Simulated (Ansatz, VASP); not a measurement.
One calculation of MgH2, two programs

```
Mg H
1.0
     4.51786    0.00000    0.00000
     0.00000    4.51786    0.00000
     0.00000    0.00000    3.01207
Mg H
2 4
Direct
  0.00000 0.00000 0.00000
  0.50000 0.50000 0.50000
  0.30444 0.30444 0.00000
  0.19556 0.80444 0.50000
  0.69556 0.69556 0.00000
  0.80444 0.19556 0.50000
```

Alike in both runs: task relaxation of cell and atoms; functional LDA; k mesh 6 × 6 × 8; occupations gaussian, width 0.02 eV; no spin polarisation.

|  | VASP | Ansatz |
| --- | --- | --- |
| version | VASP 6.6.1 | Ansatz 0.2.0 |
| potentials or method | VASP PAW LDA potentials, release 64 (Mg, H) | scalar-relativistic, plane waves, PAW |
| plane-wave cutoff (eV) | 600 | 420 |
| valence electrons in the cell | 8 | 24 |

Ansatz gave:

| Quantity | Value |
| --- | --- |
| gap on the k mesh at the Fermi level, each at its own relaxed structure (eV) | 3.51 |
| relaxed volume (Å³/atom) | 9.72 |
| relaxed cell length with the largest relative difference (Å) | 4.430 |
| energy change over the relaxation (meV/atom) | -4 |

Which values does VASP return?

gap on the k mesh at the Fermi level, each at its own relaxed structure (eV): 3.51; relaxed volume (Å³/atom): 9.65; relaxed cell length with the largest relative difference (Å): 4.415; energy change over the relaxation (meV/atom): -6.

The two sets of potentials don't hold the same shells in valence.

A k mesh can miss the band edges. Zero-point motion and thermal expansion aren't in these numbers. LDA usually gives volumes a few per cent too small.
